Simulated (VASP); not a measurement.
# Si3N4 (Fd-3m) in VASP: notebook, part 2 of 3

VASP 6.6.1.

**3. Relaxation of cell and atoms, PBE**

The input, INCAR:

```
SYSTEM = Si3N4
  ALGO = Normal
  EDIFF = 1E-7
  EDIFFG = -0.005
  ENCUT = 600
  GGA = PE
  IBRION = 2
  ISIF = 3
  ISMEAR = 0
  KPAR = 4
  LASPH = .TRUE.
  LCHARG = .FALSE.
  LREAL = .FALSE.
  LWAVE = .FALSE.
  NELM = 80
  NSW = 90
  PREC = Accurate
  SIGMA = 0.03
```

The input, KPOINTS:

```
k-points
0
G
  6 6 6
  0 0 0
```

The input, POSCAR:

```
Si3N4                                   
1.0
    0.0000000000      3.8937180000      3.8937180000
    3.8937180000      0.0000000000      3.8937180000
    3.8937180000      3.8937180000      0.0000000000
  Si              N             
     6     8
Direct
     0.1250000000000000    0.1250000000000000    0.6250000000000000
     0.1250000000000000    0.6250000000000000    0.1250000000000000
     0.6250000000000000    0.1250000000000000    0.1250000000000000
     0.1250000000000000    0.1250000000000000    0.1250000000000000
     0.7500000000000000    0.7500000000000000    0.7500000000000000
     0.5000000000000000    0.5000000000000000    0.5000000000000000
     0.3675629999999970    0.3675629999999970    0.3675629999999970
     0.3526889999999980    0.8824370000000030    0.8824370000000030
     0.8824370000000030    0.8824370000000030    0.3526889999999980
     0.8824370000000030    0.3526889999999980    0.8824370000000030
     0.3675629999999970    0.3675629999999970    0.8973110000000020
     0.3675629999999970    0.8973110000000020    0.3675629999999970
     0.8824370000000030    0.8824370000000030    0.8824370000000030
     0.8973110000000020    0.3675629999999970    0.3675629999999970
```

Potentials or basis: VASP PAW PBE potentials, release 64 (Si, N).

Run with:

```
cat potpaw_PBE.64/Si/POTCAR potpaw_PBE.64/N/POTCAR > POTCAR
mpirun -np 4 vasp_std > vasp.out
```

OUTCAR:

```text
SYSTEM = Si3N4
   EDIFF = 1E-7
   EDIFFG = -0.005
   ENCUT = 600
   GGA = PE
   IBRION = 2
   ISIF = 3
   ISMEAR = 0
   LASPH = .TRUE.
   LREAL = .FALSE.
   NELM = 80
   NSW = 90
   PREC = Accurate

 ion  position               nearest neighbor table
   1  0.125  0.125  0.625-   7 1.89  13 1.89  10 1.89  12 1.89   8 1.89  14 1.89   4 2.75   2 2.75
                             3 2.75   4 2.75   2 2.75   3 2.75
   2  0.125  0.625  0.125-   7 1.89  13 1.89   9 1.89  11 1.89   8 1.89  14 1.89   4 2.75   1 2.75
                             1 2.75   3 2.75   4 2.75   3 2.75
   3  0.625  0.125  0.125-   7 1.89  13 1.89  10 1.89  11 1.89  12 1.89   9 1.89   4 2.75   1 2.75
                             2 2.75   1 2.75   2 2.75   4 2.75
   4  0.125  0.125  0.125-   9 1.89  11 1.89  10 1.89   8 1.89  12 1.89  14 1.89   1 2.75   2 2.75
                             3 2.75   1 2.75   2 2.75   3 2.75
   5  0.750  0.750  0.750-   8 1.79   9 1.79  10 1.79  13 1.79
   6  0.500  0.500  0.500-  11 1.79  12 1.79  14 1.79   7 1.79
   7  0.368  0.368  0.368-   6 1.79   2 1.89   3 1.89   1 1.89
   8  0.353  0.882  0.882-   5 1.79   4 1.89   1 1.89   2 1.89
   9  0.882  0.882  0.353-   5 1.79   4 1.89   2 1.89   3 1.89
  10  0.882  0.353  0.882-   5 1.79   4 1.89   1 1.89   3 1.89
  11  0.368  0.368  0.897-   6 1.79   4 1.89   2 1.89   3 1.89
  12  0.368  0.897  0.368-   6 1.79   4 1.89   1 1.89   3 1.89
  13  0.882  0.882  0.882-   5 1.79   2 1.89   3 1.89   1 1.89
  14  0.897  0.368  0.368-   6 1.79   4 1.89   1 1.89   2 1.89

  LATTYP: Found a face centered cubic cell.
 ALAT       =     7.7874360000

  Lattice vectors:

 A1 = (   0.0000000000,   3.8937180000,   3.8937180000)
 A2 = (   3.8937180000,   0.0000000000,   3.8937180000)
 A3 = (   3.8937180000,   3.8937180000,   0.0000000000)

Analysis of symmetry for initial positions (statically):
=====================================================================
 Subroutine PRICEL returns:
 Original cell was already a primitive cell.

 Routine SETGRP: Setting up the symmetry group for a
 face centered cubic supercell.

 Subroutine GETGRP returns: Found 48 space group operations
 (whereof 24 operations were pure point group operations)
 out of a pool of 48 trial point group operations.

The static configuration has the point symmetry T_d .
 The point group associated with its full space group is O_h .

Analysis of symmetry for dynamics (positions and initial velocities):
=====================================================================
 Subroutine PRICEL returns:
 Original cell was already a primitive cell.

 Routine SETGRP: Setting up the symmetry group for a
 face centered cubic supercell.

 Subroutine GETGRP returns: Found 48 space group operations
 (whereof 24 operations were pure point group operations)
 out of a pool of 48 trial point group operations.

The dynamic configuration has the point symmetry T_d .
 The point group associated with its full space group is O_h .

 Subroutine INISYM returns: Found 48 space group operations
 (whereof 24 operations are pure point group operations),
 and found     1 'primitive' translations

----------------------------------------------------------------------------------------

                                     Primitive cell

  volume of cell :     118.0656

  direct lattice vectors                    reciprocal lattice vectors
     0.000000000  3.893718000  3.893718000    -0.128411970  0.128411970  0.128411970
     3.893718000  0.000000000  3.893718000     0.128411970 -0.128411970  0.128411970
     3.893718000  3.893718000  0.000000000     0.128411970  0.128411970 -0.128411970

  length of vectors
     5.506548804  5.506548804  5.506548804     0.222416057  0.222416057  0.222416057
[... 57 lines left out ...]

 Found     16 irreducible k-points:

 Following reciprocal coordinates:
            Coordinates               Weight
  0.000000  0.000000  0.000000      1.000000
  0.166667  0.000000  0.000000      8.000000
  0.333333  0.000000  0.000000      8.000000
  0.500000  0.000000  0.000000      4.000000
  0.166667  0.166667  0.000000      6.000000
  0.333333  0.166667  0.000000     24.000000
[... 8 lines left out ...]
 -0.333333  0.333333  0.166667     24.000000
 -0.333333  0.500000  0.166667     12.000000
   k-points           NKPTS =     16   k-points in BZ     NKDIM =     16   number of bands    NBANDS=     40
   number of dos      NEDOS =    301   number of ions     NIONS =     14
   total plane-waves  NPLWV = 110592
   dimension x,y,z NGX =    48 NGY =   48 NGZ =   48
   dimension x,y,z NGXF=    96 NGYF=   96 NGZF=   96
   ions per type =               6   8
   NGX,Y,Z   is equivalent  to a cutoff of  14.49, 14.49, 14.49 a.u.
   NGXF,Y,Z  is equivalent  to a cutoff of  28.98, 28.98, 28.98 a.u.
 SYSTEM =  Si3N4
   PREC   = accura    normal or accurate (medium, high low for compatibility)
   ISTART =      0    job   : 0-new  1-cont  2-samecut
   ICHARG =      2    charge: 1-file 2-atom 10-const
   ISPIN  =      1    spin polarized calculation?
   LNONCOLLINEAR =      F non collinear calculations
   LSORBIT =      F    spin-orbit coupling
   LASPH  =      T    aspherical Exc in radial PAW
   ENCUT  =  600.0 eV  44.10 Ry    6.64 a.u.  11.00 11.00 11.00*2*pi/ulx,y,z
   NELM   =     80;   NELMIN=  2; NELMDL= -5     # of ELM steps
   EDIFF  = 0.1E-06   stopping-criterion for ELM
   LREAL  =      F    real-space projection
   EDIFFG = -.5E-02   stopping-criterion for IOM
   NSW    =     90    number of steps for IOM
   IBRION =      2    ionic relax: 0-MD 1-quasi-New 2-CG
   NFREE  =      1    steps in history (QN), initial steepest desc. (CG)
   ISIF   =      3    stress and relaxation
   ISYM   =      2    0-nonsym 1-usesym 2-fastsym
   POTIM  = 0.5000    time-step for ionic-motion
   TEBEG  =    0.0;   TEEND  =   0.0 temperature during run
   PSTRESS=    0.0 pullay stress
   NELECT =      64.0000    total number of electrons
   NUPDOWN=      -1.0000    fix difference up-down
   EMIN   =  10.00;   EMAX   =-10.00  energy-range for DOS
   EFERMI =   0.00;   METHOD = LEGACY
   ISMEAR =     0;   SIGMA  =   0.03  broadening in eV -4-tet -1-fermi 0-gaus
   EFERMI_NEDOS =   21; number of points for ismear=-14 and -15
   IALGO  =     38    algorithm
   IMIX   =      4    mixing-type and parameters
     AMIX     =   0.40;   BMIX     =  1.00
     AMIX_MAG =   1.60;   BMIX_MAG =  1.00
  volume/ion in A,a.u.               =       8.43        56.91
  Fermi-wavevector in a.u.,A,eV,Ry     =   1.334833  2.522469 24.242584  1.781780
  Thomas-Fermi vector in A             =   2.463584
   LORBIT       =      0    0 simple, 1 ext, 2 COOP (PROOUT), +10 PAW based schemes
   GGA     = PE    functional components
   LHFCALC =     F    Hartree Fock is set to
   AEXX    =    0.0000 exact exchange contribution
   IVDW    =     0    specifies the selected vdW correction
   LEPSILON=     F    determine dielectric tensor
   LRPA    =     F    only Hartree local field effects (RPA)
 conjugate gradient relaxation of ions
 non-spin polarized calculation
 Gauss-broadening in eV      SIGMA  =   0.03
  energy-cutoff  :      600.00
  volume of cell :      118.07
 maximum number of plane-waves:      3954
 NGX is ok and might be reduce to    48
   NGX = 21   NGY = 21   NGZ = 21

--------------------------------------- Ionic step        1  -------------------------------------------

 number of electron      63.9999997 magnetization

 Free energy of the ion-electron system (eV)
  ---------------------------------------------------
  ext. energy  EPLUGINS =         0.00000000
  ---------------------------------------------------
  free energy    TOTEN  =      -112.49707181 eV

  energy without entropy =     -112.49707181  energy(sigma->0) =     -112.49707181

------------------------ aborting loop because EDIFF is reached ----------------------------------------

  FORCE on cell =-STRESS in cart. coord.  units (eV):
  Direction    XX          YY          ZZ          XY          YZ          ZX
  --------------------------------------------------------------------------------------
  -------------------------------------------------------------------------------------
  Total       -0.0916185     -0.0916185     -0.0916185     -0.0000000      0.0000000     -0.0000000
  in kB       -1.2432841     -1.2432841     -1.2432841     -0.0000000      0.0000000     -0.0000000
  external PRESSURE =      -1.2432841 kB  Pullay stress =       0.0000000 kB
[... 83 lines left out ...]
--------------------------------------- Ionic step        3  -------------------------------------------

 number of electron      63.9999997 magnetization

 Free energy of the ion-electron system (eV)
  ---------------------------------------------------
  ext. energy  EPLUGINS =         0.00000000
  ---------------------------------------------------
  free energy    TOTEN  =      -112.49709169 eV

  energy without entropy =     -112.49709169  energy(sigma->0) =     -112.49709169

 E-fermi :   9.2722     XC(G=0): -12.2211

 val. band max:        9.1042021483   @ k =  -0.1667   0.1667   0.0000
 cond. band min:      12.4395371792   @ k =   0.0000   0.0000   0.0000
 fundamental gap:      3.3353350309
 Fermi energy:         9.2721870022

 k-point     1 :       0.0000    0.0000    0.0000
  band No.  band energies     occupation
      1      -9.6642      2.00000
      2      -6.3905      2.00000
      3      -5.4693      2.00000
      4      -5.4693      2.00000
      5      -5.4693      2.00000
      6      -4.5071      2.00000
[... 718 lines left out ...]
  FREE ENERGIE OF THE ION-ELECTRON SYSTEM (eV)
  ---------------------------------------------------
  free  energy   TOTEN  =      -112.4970916936 eV

  energy  without entropy=     -112.4970916936  energy(sigma->0) =     -112.49709169

 reached required accuracy - stopping structural energy minimisation
```

It took 87 s on 4 MPI ranks of AMD EPYC 7R13 (Zen 3), shared host; peak memory 0.33 GiB.

Results:

| Item | Value |
| --- | --- |
| Free energy | -112.4971 eV |
| Relaxed volume | 8.43 Å³/atom |
| Relaxed cell | a = 5.506 Å, b = 5.506 Å, c = 5.506 Å, α = 60.00°, β = 60.00°, γ = 60.00° |
| Space group after relaxing (to 0.05 Å) | Fd-3m (No. 227) |
| Energy gained by relaxing | 0.0 meV/atom |
| Ionic steps | 3 |
| Pressure after relaxing | 0.0 GPa |
| Band gap on the k mesh | 3.34 eV, indirect (least direct gap 3.38 eV) |

Final structure:
```
Si N
1.0
     0.00000    3.89320    3.89320
     3.89320    0.00000    3.89320
     3.89320    3.89320    0.00000
Si N
6 8
Direct
  0.12500 0.12500 0.62500
  0.12500 0.62500 0.12500
  0.62500 0.12500 0.12500
  0.12500 0.12500 0.12500
  0.75000 0.75000 0.75000
  0.50000 0.50000 0.50000
  0.36756 0.36756 0.36756
  0.35267 0.88244 0.88244
  0.88244 0.88244 0.35267
  0.88244 0.35267 0.88244
  0.36756 0.36756 0.89733
  0.36756 0.89733 0.36756
  0.88244 0.88244 0.88244
  0.89733 0.36756 0.36756
```

A k mesh can miss the band edges. PBE gaps usually lie below the measured ones, often by a third to a half.

**4. Relaxation of cell and atoms, PBE+D3(BJ)**

The input, INCAR:

```
ALGO     = Normal         # electronic algorithm
EDIFF    = 1E-6           # SCF threshold, eV
EDIFFG   = -0.01          # ionic threshold
ENCUT    = 600            # plane-wave cutoff, eV
GGA      = PE             # functional
IBRION   = 2              # ionic algorithm
ISIF     = 3              # what is computed and relaxed
ISMEAR   = 0              # smearing method
IVDW     = 12             # dispersion correction
KPAR     = 4            
LASPH    = True           # aspherical terms in the spheres
LCHARG   = False          # write CHGCAR
LREAL    = False          # projectors in reciprocal space
LWAVE    = False          # write WAVECAR
NELM     = 80             # most SCF steps
NSW      = 90             # ionic steps
PREC     = Accurate       # precision mode
SIGMA    = 0.03           # smearing width, eV
```

The input, KPOINTS:

```
k-points
0
Gamma
  6 6 6
```

The input, POSCAR:

```
Si3N4
1.0
    0.0000000000      3.8937180000      3.8937180000
    3.8937180000      0.0000000000      3.8937180000
    3.8937180000      3.8937180000      0.0000000000
Si N
6 8
Direct
    0.1250000000      0.1250000000      0.6250000000
    0.1250000000      0.6250000000      0.1250000000
    0.6250000000      0.1250000000      0.1250000000
    0.1250000000      0.1250000000      0.1250000000
    0.7500000000      0.7500000000      0.7500000000
    0.5000000000      0.5000000000      0.5000000000
    0.3675630000      0.3675630000      0.3675630000
    0.3526890000      0.8824370000      0.8824370000
    0.8824370000      0.8824370000      0.3526890000
    0.8824370000      0.3526890000      0.8824370000
    0.3675630000      0.3675630000      0.8973110000
    0.3675630000      0.8973110000      0.3675630000
    0.8824370000      0.8824370000      0.8824370000
    0.8973110000      0.3675630000      0.3675630000
```

Run with:

```
cat potpaw_PBE.64/Si/POTCAR potpaw_PBE.64/N/POTCAR > POTCAR
mpirun -np 4 vasp_std > vasp.out
```

Run time: 2.6 min. Hardware: 4 MPI ranks of AMD EPYC 7R13 (Zen 3), shared host; peak memory 0.38 GiB.

It converged, with:

| Property | Result |
| --- | --- |
| Free energy | -116.9866 eV |
| Relaxed volume | 8.25 Å³/atom |
| Relaxed cell | a = 5.467 Å, b = 5.467 Å, c = 5.467 Å, α = 60.00°, β = 60.00°, γ = 60.00° |
| Space group after relaxing (to 0.05 Å) | Fd-3m (No. 227) |
| Energy gained by relaxing | 3.5 meV/atom |
| Ionic steps | 6 |
| Pressure after relaxing | 0.1 GPa |
| Largest force after relaxing | 0.003 eV/Å |
| Band gap on the k mesh | 3.42 eV, indirect (least direct gap 3.45 eV) |
| Dispersion energy per atom | -0.324 eV |

Forces on the atoms (eV/Å):
```
Si   0.000  0.000  0.000
Si   0.000  0.000  0.000
Si   0.000  0.000  0.000
Si   0.000  0.000  0.000
Si   0.000  0.000  0.000
Si   0.000  0.000  0.000
N    0.002  0.002  0.002
N   -0.002  0.002  0.002
N    0.002  0.002 -0.002
N    0.002 -0.002  0.002
N   -0.002 -0.002  0.002
N   -0.002  0.002 -0.002
N   -0.002 -0.002 -0.002
N    0.002 -0.002 -0.002
```

Step by step:
```csv
step,energy change (eV),largest force (eV/Å),pressure (GPa),volume (Å³)
1,0.0000,0.0017,-6.23,118.07
2,0.0331,0.1727,8.77,112.55
3,-0.0486,0.0747,-0.03,115.62
4,-0.0486,0.0761,0.10,115.57
5,-0.0485,0.0789,0.11,115.52
6,-0.0491,0.0032,0.10,115.55
```

Final structure:
```cif
data_structure
_symmetry_space_group_name_H-M 'P 1'
_symmetry_Int_Tables_number 1
_cell_length_a 5.4672
_cell_length_b 5.4672
_cell_length_c 5.4672
_cell_angle_alpha 60.000
_cell_angle_beta 60.000
_cell_angle_gamma 60.000
_cell_volume 115.55
loop_
_atom_site_label
_atom_site_type_symbol
_atom_site_fract_x
_atom_site_fract_y
_atom_site_fract_z
_atom_site_occupancy
Si1 Si 0.12500 0.12500 0.62500 1
Si2 Si 0.12500 0.62500 0.12500 1
Si3 Si 0.62500 0.12500 0.12500 1
Si4 Si 0.12500 0.12500 0.12500 1
Si5 Si 0.75000 0.75000 0.75000 1
Si6 Si 0.50000 0.50000 0.50000 1
N1 N 0.36768 0.36768 0.36768 1
N2 N 0.35305 0.88232 0.88232 1
N3 N 0.88232 0.88232 0.35305 1
N4 N 0.88232 0.35305 0.88232 1
N5 N 0.36768 0.36768 0.89695 1
N6 N 0.36768 0.89695 0.36768 1
N7 N 0.88232 0.88232 0.88232 1
N8 N 0.89695 0.36768 0.36768 1
```

Levels at points of the mesh, in eV from the valence-band top:
| k point | band 30 | band 31 | band 32 | band 33 | band 34 | band 35 |
| --- | --- | --- | --- | --- | --- | --- |
| (0.00, 0.00, 0.00) | -0.03 | -0.03 | -0.03 | 3.42 | 3.42 | 3.42 |
| (0.50, 0.00, 0.00) | -0.48 | -0.35 | -0.35 | 5.02 | 5.83 | 5.83 |
| (0.50, 0.50, 0.00) | -1.13 | -0.45 | -0.45 | 6.74 | 6.74 | 7.05 |

A k mesh can miss the band edges. As with any semilocal functional, this PBE gap is likely too small.

**5. Relaxation of cell and atoms, PBE+D3(BJ)**

This run uses another cell than the first one, of 8.25 Å³/atom, 0.979 times its volume.

INCAR: that of step 4 with these lines changed.

```diff
@@ -1,4 +1,4 @@
 ALGO     = Normal         # electronic algorithm
-EDIFF    = 1E-6           # SCF threshold, eV
-EDIFFG   = -0.01          # ionic threshold
+EDIFF    = 1E-7           # SCF threshold, eV
+EDIFFG   = -0.005         # ionic threshold
 ENCUT    = 600            # plane-wave cutoff, eV
```

KPOINTS is that of step 4.

The input, POSCAR:

```
Si3N4                                   
1.0
   -0.0000000000      3.8658672503      3.8658672503
    3.8658672503     -0.0000000000      3.8658672503
    3.8658672503      3.8658672503     -0.0000000000
  Si              N             
     6     8
Direct
     0.1250000000000000    0.1250000000000000    0.6250000000000000
     0.1250000000000000    0.6250000000000000    0.1250000000000000
     0.6250000000000000    0.1250000000000000    0.1250000000000000
     0.1250000000000000    0.1250000000000000    0.1250000000000000
     0.7500000000000000    0.7500000000000000    0.7500000000000000
     0.5000000000000000    0.5000000000000000    0.5000000000000000
     0.3676833965155477    0.3676833965155477    0.3676833965155477
     0.3530501895466500    0.8823166034844524    0.8823166034844524
     0.8823166034844524    0.8823166034844524    0.3530501895466500
     0.8823166034844524    0.3530501895466500    0.8823166034844524
     0.3676833965155477    0.3676833965155477    0.8969498104533500
     0.3676833965155477    0.8969498104533500    0.3676833965155477
     0.8823166034844524    0.8823166034844524    0.8823166034844524
     0.8969498104533500    0.3676833965155477    0.3676833965155477
```

Run with:

```
cat potpaw_PBE.64/Si/POTCAR potpaw_PBE.64/N/POTCAR > POTCAR
mpirun -np 4 vasp_std > vasp.out
```

Wall time 98 s (4 MPI ranks of AMD EPYC 7R13 (Zen 3), shared host); peak memory 0.37 GiB.

It converged, with:

| Item | Value |
| --- | --- |
| Free energy | -116.9818 eV |
| Relaxed volume | 8.26 Å³/atom |
| Relaxed cell | a = 5.468 Å, b = 5.468 Å, c = 5.468 Å, α = 60.00°, β = 60.00°, γ = 60.00° |
| Space group after relaxing (to 0.05 Å) | Fd-3m (No. 227) |
| Energy gained by relaxing | 0.0 meV/atom |
| Ionic steps | 3 |
| Pressure after relaxing | 0.0 GPa |
| Band gap on the k mesh | 3.42 eV, indirect (least direct gap 3.45 eV) |
| Dispersion energy per atom | -0.324 eV |

Final structure:
```cif
data_structure
_symmetry_space_group_name_H-M 'P 1'
_symmetry_Int_Tables_number 1
_cell_length_a 5.4678
_cell_length_b 5.4678
_cell_length_c 5.4678
_cell_angle_alpha 60.000
_cell_angle_beta 60.000
_cell_angle_gamma 60.000
_cell_volume 115.59
loop_
_atom_site_label
_atom_site_type_symbol
_atom_site_fract_x
_atom_site_fract_y
_atom_site_fract_z
_atom_site_occupancy
Si1 Si 0.12500 0.12500 0.62500 1
Si2 Si 0.12500 0.62500 0.12500 1
Si3 Si 0.62500 0.12500 0.12500 1
Si4 Si 0.12500 0.12500 0.12500 1
Si5 Si 0.75000 0.75000 0.75000 1
Si6 Si 0.50000 0.50000 0.50000 1
N1 N 0.36769 0.36769 0.36769 1
N2 N 0.35306 0.88231 0.88231 1
N3 N 0.88231 0.88231 0.35306 1
N4 N 0.88231 0.35306 0.88231 1
N5 N 0.36769 0.36769 0.89694 1
N6 N 0.36769 0.89694 0.36769 1
N7 N 0.88231 0.88231 0.88231 1
N8 N 0.89694 0.36769 0.36769 1
```

Levels at points of the mesh, in eV from the valence-band top:
| k point | band 29 | band 30 | band 31 | band 32 | band 33 | band 34 | band 35 | band 36 |
| --- | --- | --- | --- | --- | --- | --- | --- | --- |
| (0.00, 0.00, 0.00) | -0.17 | -0.03 | -0.03 | -0.03 | 3.42 | 3.42 | 3.42 | 5.03 |
| (0.50, 0.00, 0.00) | -0.48 | -0.48 | -0.35 | -0.35 | 5.02 | 5.83 | 5.83 | 6.41 |
| (0.50, 0.50, 0.00) | -1.13 | -1.13 | -0.45 | -0.45 | 6.74 | 6.74 | 7.05 | 7.05 |

A k mesh can miss the band edges.

[end of part 2 of 3]
